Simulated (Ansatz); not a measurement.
A calculation with Ansatz 0.2.0 of Mg (ASE script, structure from a CIF):

Contents of run.py:

```python
import json

import ase.io
import numpy as np
import spglib

import ansatz as az

atoms = ase.io.read("Mg.cif")
cell, frac, numbers = spglib.find_primitive((atoms.cell[:], atoms.get_scaled_positions(), atoms.numbers), symprec=1e-5)
atoms = ase.Atoms(numbers, cell=cell, scaled_positions=frac, pbc=True)

calculation = (
    az.Crystal.from_ase(atoms)
    .calculation()
    .kpoints(10, 10, 10)
    .functional("revpbe", dispersion="d3bj")
    .pseudopotentials(kind="paw_fr")
    .spin("noncollinear", soc=True)
    .scf(extra_bands=6)
    .occupations(method="cold", width=0.1)
    .density()
    .potential()
    .output_files(volumetric_format="npy")
    .electron_localization_function()
    .density_of_states(energy_step=0.05, projected=False, nscf_kmesh=(15, 15, 15))
    .forces()
    .stress()
    .band_table(publish=True)
)
outcome = calculation.run(threads=2, events_out="events.jsonl")

report = outcome.report
for line in open("events.jsonl"):
    event = json.loads(line)
    if event["event"] == "scf_iter":
        d = event["data"]
        print(f"SCF {d['iter']:3d}  HF = {d['harris_foulkes_ev']:.6f} eV  dr2 = {d['dr2_ev']:.2e} eV")
    elif event["event"] in ("relax_step", "md_step"):
        d = event["data"]
        print(f"{event['event']} {d['step']:3d}  E = {d['lagrangian_ev']:.6f} eV")
np.set_printoptions(precision=5, suppress=True, linewidth=110)
print("converged:", report["converged"], "after", report["n_iterations"], "iterations")
print(f"free energy {report['free_energy_ev']:.6f} eV, Fermi level {report['fermi_energy_ev']:.4f} eV")
for key in ("band_edges_ev", "magnetization_mub", "site_moments_mub", "site_moments_nc_mub", "forces_ev_ang",
                "stress_gpa", "kpoints_frac", "eigenvalues_ev"):
    if report.get(key) is not None:
        print(key, np.array(report[key]), sep="\n")
```

Contents of Mg.cif:

```cif
data_Mg
_cell_length_a 4.48851200
_cell_length_b 4.48851200
_cell_length_c 4.48851200
_cell_angle_alpha 90.00000000
_cell_angle_beta 90.00000000
_cell_angle_gamma 90.00000000
_space_group_name_H-M_alt 'Fm-3m'
_space_group_name_Hall '-F 4 2 3'
_space_group_IT_number 225
loop_
_space_group_symop_operation_xyz
'x,y,z'
'-x,-y,-z'
'-y,x,z'
'y,-x,-z'
'-x,-y,z'
'x,y,-z'
'y,-x,z'
'-y,x,-z'
'x,-y,-z'
'-x,y,z'
'-y,-x,-z'
'y,x,z'
'-x,y,-z'
'x,-y,z'
'y,x,-z'
'-y,-x,z'
'z,x,y'
'-z,-x,-y'
'z,-y,x'
'-z,y,-x'
'z,-x,-y'
'-z,x,y'
'z,y,-x'
'-z,-y,x'
'-z,x,-y'
'z,-x,y'
'-z,-y,-x'
'z,y,x'
'-z,-x,y'
'z,x,-y'
'-z,y,x'
'z,-y,-x'
'y,z,x'
'-y,-z,-x'
'x,z,-y'
'-x,-z,y'
'-y,z,-x'
'y,-z,x'
'-x,z,y'
'x,-z,-y'
'-y,-z,x'
'y,z,-x'
'-x,-z,-y'
'x,z,y'
'y,-z,-x'
'-y,z,x'
'x,-z,y'
'-x,z,-y'
'x,y+1/2,z+1/2'
'-x,-y+1/2,-z+1/2'
'-y,x+1/2,z+1/2'
'y,-x+1/2,-z+1/2'
'-x,-y+1/2,z+1/2'
'x,y+1/2,-z+1/2'
'y,-x+1/2,z+1/2'
'-y,x+1/2,-z+1/2'
'x,-y+1/2,-z+1/2'
'-x,y+1/2,z+1/2'
'-y,-x+1/2,-z+1/2'
'y,x+1/2,z+1/2'
[... 40 lines left out ...]
'-x+1/2,-y,z+1/2'
'x+1/2,y,-z+1/2'
'y+1/2,-x,z+1/2'
'-y+1/2,x,-z+1/2'
'x+1/2,-y,-z+1/2'
'-x+1/2,y,z+1/2'
'-y+1/2,-x,-z+1/2'
'y+1/2,x,z+1/2'
'-x+1/2,y,-z+1/2'
'x+1/2,-y,z+1/2'
'y+1/2,x,-z+1/2'
'-y+1/2,-x,z+1/2'
'z+1/2,x,y+1/2'
'-z+1/2,-x,-y+1/2'
'z+1/2,-y,x+1/2'
'-z+1/2,y,-x+1/2'
'z+1/2,-x,-y+1/2'
'-z+1/2,x,y+1/2'
'z+1/2,y,-x+1/2'
'-z+1/2,-y,x+1/2'
'-z+1/2,x,-y+1/2'
'z+1/2,-x,y+1/2'
'-z+1/2,-y,-x+1/2'
'z+1/2,y,x+1/2'
'-z+1/2,-x,y+1/2'
'z+1/2,x,-y+1/2'
'-z+1/2,y,x+1/2'
'z+1/2,-y,-x+1/2'
'y+1/2,z,x+1/2'
'-y+1/2,-z,-x+1/2'
'x+1/2,z,-y+1/2'
'-x+1/2,-z,y+1/2'
'-y+1/2,z,-x+1/2'
'y+1/2,-z,x+1/2'
'-x+1/2,z,y+1/2'
'x+1/2,-z,-y+1/2'
'-y+1/2,-z,x+1/2'
'y+1/2,z,-x+1/2'
'-x+1/2,-z,-y+1/2'
'x+1/2,z,y+1/2'
'y+1/2,-z,-x+1/2'
'-y+1/2,z,x+1/2'
'x+1/2,-z,y+1/2'
'-x+1/2,z,-y+1/2'
'x+1/2,y+1/2,z'
'-x+1/2,-y+1/2,-z'
'-y+1/2,x+1/2,z'
'y+1/2,-x+1/2,-z'
'-x+1/2,-y+1/2,z'
'x+1/2,y+1/2,-z'
'y+1/2,-x+1/2,z'
'-y+1/2,x+1/2,-z'
'x+1/2,-y+1/2,-z'
'-x+1/2,y+1/2,z'
'-y+1/2,-x+1/2,-z'
'y+1/2,x+1/2,z'
'-x+1/2,y+1/2,-z'
'x+1/2,-y+1/2,z'
'y+1/2,x+1/2,-z'
'-y+1/2,-x+1/2,z'
'z+1/2,x+1/2,y'
'-z+1/2,-x+1/2,-y'
'z+1/2,-y+1/2,x'
'-z+1/2,y+1/2,-x'
'z+1/2,-x+1/2,-y'
'-z+1/2,x+1/2,y'
'z+1/2,y+1/2,-x'
'-z+1/2,-y+1/2,x'
'-z+1/2,x+1/2,-y'
'z+1/2,-x+1/2,y'
'-z+1/2,-y+1/2,-x'
'z+1/2,y+1/2,x'
'-z+1/2,-x+1/2,y'
'z+1/2,x+1/2,-y'
'-z+1/2,y+1/2,x'
'z+1/2,-y+1/2,-x'
'y+1/2,z+1/2,x'
'-y+1/2,-z+1/2,-x'
'x+1/2,z+1/2,-y'
'-x+1/2,-z+1/2,y'
'-y+1/2,z+1/2,-x'
'y+1/2,-z+1/2,x'
'-x+1/2,z+1/2,y'
'x+1/2,-z+1/2,-y'
'-y+1/2,-z+1/2,x'
'y+1/2,z+1/2,-x'
'-x+1/2,-z+1/2,-y'
'x+1/2,z+1/2,y'
'y+1/2,-z+1/2,-x'
'-y+1/2,z+1/2,x'
'x+1/2,-z+1/2,y'
'-x+1/2,z+1/2,-y'
loop_
_atom_site_label
_atom_site_type_symbol
_atom_site_symmetry_multiplicity
_atom_site_Wyckoff_symbol
_atom_site_fract_x
_atom_site_fract_y
_atom_site_fract_z
_atom_site_occupancy
Mg1 Mg 4 a 0.0000000000 0.0000000000 0.0000000000 1
```

Potentials or basis: Ansatz PAW.

Command:

```bash
$ python run.py
```

This isn't the form of Mg at room conditions, which is hcp.

Question: Write the same calculation in another form: native input, structure typed inline.

Answer: As run:

input.yaml

```yaml
crystal:
  lattice:
    - [0.0, 2.244256, 2.244256]
    - [2.244256, 0.0, 2.244256]
    - [2.244256, 2.244256, 0.0]
  atoms:
    - { symbol: Mg, position: [0.0, 0.0, 0.0] }
hamiltonian:
  xc: revpbe
  pseudopotentials: { kind: paw_fr }
  dispersion: d3bj
magnetization:
  noncollinear: true
  spin_orbit: true
kpoints:
  mp_grid: { grid: [10, 10, 10] }
scf:
  occupations: { method: cold, width: 0.1 }
  n_extra_bands: 6
output:
  forces: true
  stress: true
  eigenvalues: true
  dos: { projected: false, de: 0.05, nscf_kmesh: { grid: [15, 15, 15] } }
  write_density: true
  write_potential: true
  elf: true
  volumetric_format: npy
```

Potentials or basis: Ansatz PAW.

Launch:

```console
$ ansatz run input.yaml --threads 2 --pin off --max-ram 5120MiB --backend cpu --events-out ev --progress --plain --runs-dir out
```

Both were run:

|  | ASE script, structure from a CIF | native input, structure typed inline |
| --- | --- | --- |
| Pressure | -2.1 GPa | -2.1 GPa |
| Band gap on the k mesh | none (metal or under the smearing width) | none (metal or under the smearing width) |
| Density of states at the Fermi level | 0.48 states/eV per cell | 0.48 states/eV per cell |

Keys that steer only the numerical path or the files written may differ.

Caveat: pairwise dispersion overbinds metals, which lowers pressure and volume; the PAW data sets come from PBE, with cores solved anew for the run's functional, which leaves a small shift of forces and pressure.
